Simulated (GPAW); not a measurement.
Crystal: GaN.

```
CELL_PARAMETERS angstrom
3.18000 0.00000 0.00000
-1.59000 2.75396 0.00000
0.00000 0.00000 5.16600
ATOMIC_POSITIONS crystal
Ga 0.66667 0.33333 0.50000
Ga 0.33333 0.66667 0.00000
N 0.66667 0.33333 0.87500
N 0.33333 0.66667 0.37500
```

- Program: GPAW 26.7.0
- Task: relaxation of cell and atoms
- Functional: BLYP
- Dispersion: D3(BJ)
- Potentials or basis: PAW data sets generated in the run's folder for this functional
- Cutoff: 800 eV
- Basis: pw
- k mesh: 7 × 7 × 4
- Occupations: fermi-dirac, width 0.05 eV
- Spin: no spin polarisation

At the start: pressure 11.5 GPa; volume 11.31 Å³/atom.

Problem. How do energy, volume and symmetry change on relaxing?

Solution. Over 15 steps the energy falls by 24.5 meV/atom and the volume is 11.94 Å³/atom (+5.5 %); space group P6_3mc (No. 186, to 0.05 Å).

The path:
| step | energy change (eV) | largest force (eV/Å) | pressure (GPa) | volume (Å³) |
| --- | --- | --- | --- | --- |
| 1 | 0.0000 | 0.1689 | 11.51 | 45.24 |
| 2 | -0.0210 | 0.1031 | 10.06 | 45.52 |
| 3 | -0.0522 | 0.0062 | 7.43 | 46.04 |
| 4 | -0.0803 | 0.0760 | 4.11 | 46.76 |
| 5 | -0.0964 | 0.1032 | 0.60 | 47.60 |
| 6 | -0.0951 | 0.0456 | -2.49 | 48.41 |
| 7 | -0.0953 | 0.0425 | -2.43 | 48.39 |
| 8 | -0.0957 | 0.0367 | -2.31 | 48.36 |
| 9 | -0.0963 | 0.0284 | -2.13 | 48.31 |
| 10 | -0.0968 | 0.0183 | -1.89 | 48.24 |
| 11 | -0.0974 | 0.0074 | -1.61 | 48.16 |
| 12 | -0.0980 | 0.0040 | -1.28 | 48.08 |
| 13 | -0.0983 | 0.0130 | -0.91 | 47.98 |
| 14 | -0.0984 | 0.0191 | -0.48 | 47.87 |
| 15 | -0.0982 | 0.0181 | 0.02 | 47.74 |

Final structure:
```cif
data_structure
_symmetry_space_group_name_H-M 'P 1'
_symmetry_Int_Tables_number 1
_cell_length_a 3.2344
_cell_length_b 3.2344
_cell_length_c 5.2695
_cell_angle_alpha 90.000
_cell_angle_beta 90.000
_cell_angle_gamma 120.000
_cell_volume 47.74
loop_
_atom_site_label
_atom_site_type_symbol
_atom_site_fract_x
_atom_site_fract_y
_atom_site_fract_z
_atom_site_occupancy
Ga1 Ga 0.66667 0.33333 0.49939 1
Ga2 Ga 0.33333 0.66667 0.99939 1
N1 N 0.66667 0.33333 0.87565 1
N2 N 0.33333 0.66667 0.37564 1
```

Caveat: the data sets keep Ga 3d, Li 1s and Be 1s frozen, and some such compounds lay over 1.5 % in volume off other programs; later steps reuse the first step's grids.
